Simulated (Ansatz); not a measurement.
**Structures of AlCu$_{3}$: which is lowest?**

Plane-wave DFT in Ansatz with scalar-relativistic PAW potentials, cutoff 420 eV, Γ-centred meshes chosen by cell and gap, Gaussian smearing with energies taken to zero width. Every cell was relaxed (cell and atoms) in a run of its own, within the symmetry of its start. Functional: PBEsol.

Relaxed structures (starts from databases or built by putting these elements on another compound's sites):
A. Pmmn, 8 atoms in the computed cell, a = 4.176 Å, b = 5.118 Å, c = 4.473 Å; sites (symmetry × multiplicity) Al mm2 × 2, Cu m.. × 4 + mm2 × 2; start: database
B. P6_3/mmc, 8 atoms in the computed cell, a = 5.141 Å, c = 4.179 Å; sites (symmetry × multiplicity) Al -6m2 × 2, Cu mm2 × 6; start: database
C. Pm-3m, 4 atoms in the computed cell, a = 3.632 Å; sites (symmetry × multiplicity) Al m-3m × 1, Cu 4/mm.m × 3; start: database
D. Fm-3m, 4 atoms in the computed cell, a = 5.767 Å; sites (symmetry × multiplicity) Al m-3m × 4, Cu -43m × 8 + m-3m × 4; start: database

Problem. Rank them by energy. Could pressure change the order?

Solution.
| structure | group | E − E(lowest) (meV/atom) | V (Å³/atom) | gap on mesh (eV) |
| --- | --- | --- | --- | --- |
| A | Pmmn | 0.0 | 11.95 | 0.00 |
| B | P6_3/mmc | 4.2 | 11.95 | 0.00 |
| C | Pm-3m | 12.2 | 11.98 | 0.00 |
| D | Fm-3m | 25.7 | 11.99 | 0.00 |

A and B are level within the 5 meV/atom that separate runs leave open. The two lowest differ in volume by under 3 %, too little for a first-order estimate of what pressure does to that pair (other pairs aren't weighed here). Other structures may lie lower than all of these, and vibrations aren't counted.